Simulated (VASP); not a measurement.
# Ge (Cmmm) in VASP: notebook

Runs on Ge. Level: PBE. Tasks: single point.

All numbers are computed with VASP 6.6.1; they aren't measurements. Logs are shortened: lines on timing, memory, paths and dates and some standing lists are left out, and cuts for length are marked.

**1. The structure**

It takes space group Cmmm (No. 65, orthorhombic). The conventional cell has a = 2.794 Å, b = 5.201 Å, c = 2.698 Å, α = 90.00°, β = 90.00°, γ = 90.00°. Ge (site symmetry mmm) is surrounded by 8 Ge at 2.70 to 2.95 Å.

This isn't the form of Ge at room conditions, which is diamond.

**2. Single point, PBE**

INCAR

```
PREC = Accurate ; ENCUT = 450
EDIFF = 1E-7 ; ISMEAR = -5
SIGMA = 0.05 ; LREAL = F
LASPH = T ; NELM = 100
ALGO = Normal ; ISIF = 2
LWAVE = F ; LCHARG = F
GGA = PE ; NBANDS = 13
ADDGRID = F
```

KPOINTS

```
Automatic mesh
0
Gamma
  11 11 10
```

POSCAR

```
Ge
1.0
    1.3971490000     -2.6005160000      0.0000000000
    1.3971490000      2.6005160000      0.0000000000
    0.0000000000      0.0000000000      2.6982310000
Ge
1
Direct
    0.5000000000      0.5000000000      0.0000000000
```

Potentials or basis: VASP PAW PBE potentials, release 64 (Ge_d).

Run with:

```console
$ cat potpaw_PBE.64/Ge_d/POTCAR > POTCAR
$ mpirun -np 1 vasp_std > vasp.out
```

OUTCAR:

```text
PREC = Accurate
   ENCUT = 450
   EDIFF = 1E-7
   ISMEAR = -5
   LREAL = F
   LASPH = T
   NELM = 100
   ISIF = 2
   GGA = PE

 Found    216 irreducible k-points:

 Following reciprocal coordinates:
            Coordinates               Weight
  0.000000  0.000000  0.000000      1.000000
  0.090909  0.000000  0.000000      4.000000
  0.181818 -0.000000  0.000000      4.000000
  0.272727 -0.000000  0.000000      4.000000
  0.363636 -0.000000  0.000000      4.000000
  0.454545 -0.000000  0.000000      4.000000
   k-points           NKPTS =    216   k-points in BZ     NKDIM =    216   number of bands    NBANDS=     13
   number of dos      NEDOS =    301   number of ions     NIONS =      1
   total plane-waves  NPLWV =   8000
   dimension x,y,z NGX =    20 NGY =   20 NGZ =   20
   dimension x,y,z NGXF=    40 NGYF=   40 NGZF=   40
   ions per type =               1
   NGX,Y,Z   is equivalent  to a cutoff of  11.26, 11.26, 12.32 a.u.
   NGXF,Y,Z  is equivalent  to a cutoff of  22.53, 22.53, 24.65 a.u.
 SYSTEM =  unknown system
   PREC   = accura    normal or accurate (medium, high low for compatibility)
   ISTART =      0    job   : 0-new  1-cont  2-samecut
   ICHARG =      2    charge: 1-file 2-atom 10-const
   ISPIN  =      1    spin polarized calculation?
   LNONCOLLINEAR =      F non collinear calculations
   LSORBIT =      F    spin-orbit coupling
   LASPH  =      T    aspherical Exc in radial PAW
   ENCUT  =  450.0 eV  33.07 Ry    5.75 a.u.   5.11  5.11  4.67*2*pi/ulx,y,z
   NELM   =    100;   NELMIN=  2; NELMDL= -5     # of ELM steps
   EDIFF  = 0.1E-06   stopping-criterion for ELM
   LREAL  =      F    real-space projection
   EDIFFG = 0.1E-05   stopping-criterion for IOM
   NSW    =      0    number of steps for IOM
   IBRION =     -1    ionic relax: 0-MD 1-quasi-New 2-CG
   NFREE  =      0    steps in history (QN), initial steepest desc. (CG)
   ISIF   =      2    stress and relaxation
   ISYM   =      2    0-nonsym 1-usesym 2-fastsym
   POTIM  = 0.5000    time-step for ionic-motion
   TEBEG  =    0.0;   TEEND  =   0.0 temperature during run
   PSTRESS=    0.0 pullay stress
   NELECT =      14.0000    total number of electrons
   NUPDOWN=      -1.0000    fix difference up-down
   EMIN   =  10.00;   EMAX   =-10.00  energy-range for DOS
   EFERMI =   0.00;   METHOD = LEGACY
   ISMEAR =    -5;   SIGMA  =   0.05  broadening in eV -4-tet -1-fermi 0-gaus
   EFERMI_NEDOS =   21; number of points for ismear=-14 and -15
   IALGO  =     38    algorithm
   IMIX   =      4    mixing-type and parameters
     AMIX     =   0.40;   BMIX     =  1.00
     AMIX_MAG =   1.60;   BMIX_MAG =  1.00
  volume/ion in A,a.u.               =      19.61       132.31
  Fermi-wavevector in a.u.,A,eV,Ry     =   1.463234  2.765111 29.130796  2.141053
  Thomas-Fermi vector in A             =   2.579353
   LORBIT       =      0    0 simple, 1 ext, 2 COOP (PROOUT), +10 PAW based schemes
   GGA     = PE    functional components
   LHFCALC =     F    Hartree Fock is set to
   AEXX    =    0.0000 exact exchange contribution
   IVDW    =     0    specifies the selected vdW correction
   LEPSILON=     F    determine dielectric tensor
   LRPA    =     F    only Hartree local field effects (RPA)
 non-spin polarized calculation
 Fermi weights with tetrahedron method with Bloechl corrections
  energy-cutoff  :      450.00
  volume of cell :       19.61
 maximum number of plane-waves:       436
   NGX = 11   NGY = 11   NGZ =  9

 number of electron      14.0000004 magnetization

 Free energy of the ion-electron system (eV)
  ---------------------------------------------------
  ext. energy  EPLUGINS =         0.00000000
  ---------------------------------------------------
  free energy    TOTEN  =        -4.27093145 eV

  energy without entropy =       -4.27093145  energy(sigma->0) =       -4.27093145

 E-fermi :   6.2451     XC(G=0): -11.0379

 val. band max:        6.5315034650   @ k =  -0.3636   0.1818   0.2000
 cond. band min:       5.8741331383   @ k =   0.3636   0.0909   0.4000
 fundamental gap:     -0.6573703267
 Fermi energy:         6.2450525724

 k-point     1 :       0.0000    0.0000    0.0000
  band No.  band energies     occupation
      1     -18.5300      2.00000
      2     -18.4738      2.00000
      3     -18.4232      2.00000
      4     -18.3193      2.00000
      5     -18.3003      2.00000
      6      -6.6461      2.00000
      7      12.8796      0.00000
      8      13.3523      0.00000
      9      14.8596      0.00000
     10      16.3739      0.00000
     11      18.7128      0.00000
     12      21.0914      0.00000
     13      21.2240      0.00000

 k-point     2 :       0.0909    0.0000    0.0000
  band No.  band energies     occupation
      1     -18.5243      2.00000
      2     -18.4652      2.00000
      3     -18.4243      2.00000
      4     -18.3206      2.00000
      5     -18.3043      2.00000
      6      -6.4456      2.00000
      7      12.4763      0.00000
      8      13.0745      0.00000
      9      13.3068      0.00000
     10      16.8223      0.00000
     11      18.4128      0.00000
     12      20.0286      0.00000
     13      22.3922      0.00000

 k-point     3 :       0.1818   -0.0000    0.0000
  band No.  band energies     occupation
      1     -18.5117      2.00000
      2     -18.4486      2.00000
      3     -18.4176      2.00000
      4     -18.3250      2.00000
      5     -18.3137      2.00000
      6      -5.8447      2.00000
      7       9.6865      0.00000
      8      11.8781      0.00000
      9      13.6468      0.00000
     10      16.2434      0.00000
     11      17.9477      0.00000
     12      21.9573      0.00000
     13      25.0155      0.00000

 k-point     4 :       0.2727   -0.0000    0.0000
  band No.  band energies     occupation
      1     -18.5032      2.00000
      2     -18.4419      2.00000
      3     -18.3862      2.00000
      4     -18.3353      2.00000
      5     -18.3214      2.00000
      6      -4.8492      2.00000
      7       6.5651      0.66578
      8      10.8305      0.00000
      9      14.5502      0.00000
     10      15.0038      0.00000
     11      18.8266      0.00000
     12      24.5833      0.00000
     13      27.4896      0.00000

 k-point     5 :       0.3636   -0.0000    0.0000
  band No.  band energies     occupation
      1     -18.5044      2.00000
      2     -18.4338      2.00000
      3     -18.3510      2.00000
      4     -18.3478      2.00000
      5     -18.3255      2.00000
      6      -3.4900      2.00000
      7       3.7002      2.06655
      8      10.0916      0.00000
      9      14.1566      0.00000
     10      15.6577      0.00000
     11      20.1134      0.00000
     12      24.9426      0.00000
     13      25.7546      0.00000

 k-point     6 :       0.4545   -0.0000    0.0000
  band No.  band energies     occupation
      1     -18.5083      2.00000
      2     -18.4271      2.00000
      3     -18.3558      2.00000
      4     -18.3292      2.00000
      5     -18.3276      2.00000
      6      -1.9704      2.00000
      7       1.4099      2.00000
      8       9.7106      0.00000
      9      13.7359      0.00000
     10      16.5937      0.00000
     11      21.7642      0.00000
     12      23.2786      0.00000
     13      23.7449      0.00000

 [... further k-points ...]

------------------------ aborting loop because EDIFF is reached ----------------------------------------

  FORCE on cell =-STRESS in cart. coord.  units (eV):
  Direction    XX          YY          ZZ          XY          YZ          ZX
  --------------------------------------------------------------------------------------
  -------------------------------------------------------------------------------------
  Total        0.0227673     -0.3489848     -0.1147193      0.0000000      0.0000000      0.0000000
  in kB        1.8604202    -28.5171264     -9.3742336      0.0000000      0.0000000      0.0000000
  external PRESSURE =     -12.0103133 kB  Pullay stress =       0.0000000 kB

 VOLUME and BASIS-vectors are now :
 -----------------------------------------------------------------------------
  energy-cutoff  :      450.00
  volume of cell :       19.61
      direct lattice vectors                 reciprocal lattice vectors
     1.397149000 -2.600516000  0.000000000     0.357871637 -0.192269534  0.000000000
     1.397149000  2.600516000  0.000000000     0.357871637  0.192269534  0.000000000
     0.000000000  0.000000000  2.698231000     0.000000000  0.000000000  0.370613191

 POSITION                                       TOTAL-FORCE (eV/Angst)
 -----------------------------------------------------------------------------------
      1.39715      0.00000      0.00000        -0.000000      0.000000      0.000000
 -----------------------------------------------------------------------------------
    total drift:                               -0.000000      0.000000     -0.000000

  FREE ENERGIE OF THE ION-ELECTRON SYSTEM (eV)
  ---------------------------------------------------
  free  energy   TOTEN  =        -4.2709314490 eV

  energy  without entropy=       -4.2709314490  energy(sigma->0) =       -4.27093145
```

Wall time 13 s (1 thread of Intel Xeon 6975P-C (Granite Rapids), shared host); peak memory 0.16 GiB.

The run converged, but some of its settings lie outside the range that counts as converged, so its numbers aren't taken as properties of the crystal.

What came out:

```
Free energy            : -4.2709 eV
Pressure               : -1.2 GPa
Band gap on the k mesh : none (metal or under the smearing width)
```

Caveat: tetrahedron occupations give inexact forces and stress in metals.

**3. Single point, PBE**

This run uses another cell than the first one, of the same volume but with other edges.

INCAR is that of step 2.

KPOINTS is that of step 2.

POSCAR

```
Ge
1.0
    1.4161900000     -2.6475770000      0.0134350000
    1.3961930000      2.6368340000      0.0183540000
    0.0306960000      0.0025520000      2.6389690000
Ge
1
Direct
    0.4852650000      0.4800630000      0.0156560000
```

Potentials or basis: VASP PAW PBE potentials, release 64 (Ge_d).

Run with:

```console
$ cat potpaw_PBE.64/Ge_d/POTCAR > POTCAR
$ mpirun -np 1 vasp_std > vasp.out
```

OUTCAR:

```text
PREC = Accurate
   ENCUT = 450
   EDIFF = 1E-7
   ISMEAR = -5
   LREAL = F
   LASPH = T
   NELM = 100
   ISIF = 2
   GGA = PE

 Found    606 irreducible k-points:

 Following reciprocal coordinates:
            Coordinates               Weight
  0.000000  0.000000  0.000000      1.000000
  0.090909 -0.000000  0.000000      2.000000
  0.181818 -0.000000 -0.000000      2.000000
  0.272727 -0.000000  0.000000      2.000000
  0.363636 -0.000000 -0.000000      2.000000
  0.454545 -0.000000  0.000000      2.000000
[... 171 lines left out ...]
 [... further k-points ...]

------------------------ aborting loop because EDIFF is reached ----------------------------------------

  FORCE on cell =-STRESS in cart. coord.  units (eV):
  Direction    XX          YY          ZZ          XY          YZ          ZX
  --------------------------------------------------------------------------------------
  -------------------------------------------------------------------------------------
  Total       -0.1982112     -0.5568629      0.3774177     -0.0078826      0.0265706     -0.1470913
  in kB      -16.1967247    -45.5037613     30.8404948     -0.6441253      2.1712054    -12.0194923
  external PRESSURE =     -10.2866637 kB  Pullay stress =       0.0000000 kB

 VOLUME and BASIS-vectors are now :
 -----------------------------------------------------------------------------
  energy-cutoff  :      450.00
  volume of cell :       19.61
      direct lattice vectors                 reciprocal lattice vectors
     1.416190000 -2.647577000  0.013435000     0.354897238 -0.187889191 -0.003946402
     1.396193000  2.636834000  0.018354000     0.356347309  0.190588350 -0.004329273
     0.030696000  0.002552000  2.638969000    -0.004285175 -0.000368995  0.378986066

 POSITION                                       TOTAL-FORCE (eV/Angst)
 -----------------------------------------------------------------------------------
      1.35797     -0.01889      0.05665         0.000000     -0.000000      0.000000
 -----------------------------------------------------------------------------------
    total drift:                                0.000054     -0.000164      0.000188

  FREE ENERGIE OF THE ION-ELECTRON SYSTEM (eV)
  ---------------------------------------------------
  free  energy   TOTEN  =        -4.2582602694 eV

  energy  without entropy=       -4.2582602694  energy(sigma->0) =       -4.25826027
```

stdout:

```text
POSCAR found type information on POSCAR Ge
 POSCAR found :  1 types and       1 ions
 scaLAPACK will be used
 LDA part: xc-table for (Slater+PW92), standard interpolation
 POSCAR, INCAR and KPOINTS ok, starting setup
 FFT: planning ... GRIDC
 FFT: planning ... GRID_SOFT
 FFT: planning ... GRID
 WAVECAR not read
 entering main loop
 -----------------------------------------------------------------------------
|                                                                             |
|           W    W    AA    RRRRR   N    N  II  N    N   GGGG   !!!           |
|           W    W   A  A   R    R  NN   N  II  NN   N  G    G  !!!           |
|           W    W  A    A  R    R  N N  N  II  N N  N  G       !!!           |
|           W WW W  AAAAAA  RRRRR   N  N N  II  N  N N  G  GGG   !            |
|           WW  WW  A    A  R   R   N   NN  II  N   NN  G    G                |
|           W    W  A    A  R    R  N    N  II  N    N   GGGG   !!!           |
|                                                                             |
|     Tetrahedron method does not include variations of the Fermi             |
|     occupations, so forces and stress will be inaccurate. We suggest        |
|     using a different smearing scheme ISMEAR = 1 or 2 for metals in         |
|     relaxations.                                                            |
|                                                                             |
 -----------------------------------------------------------------------------
```

It took 30 s on 1 thread of Intel Xeon 6975P-C (Granite Rapids), shared host; peak memory 0.23 GiB.

These settings aren't checked as converged: the numbers below hold their error.

Results:

```yaml
Free_energy: -4.2583 eV
Pressure: -1.0 GPa
Band_gap_on_the_k_mesh: none (metal or under the smearing width)
```

Caveat: tetrahedron occupations give inexact forces and stress in metals.
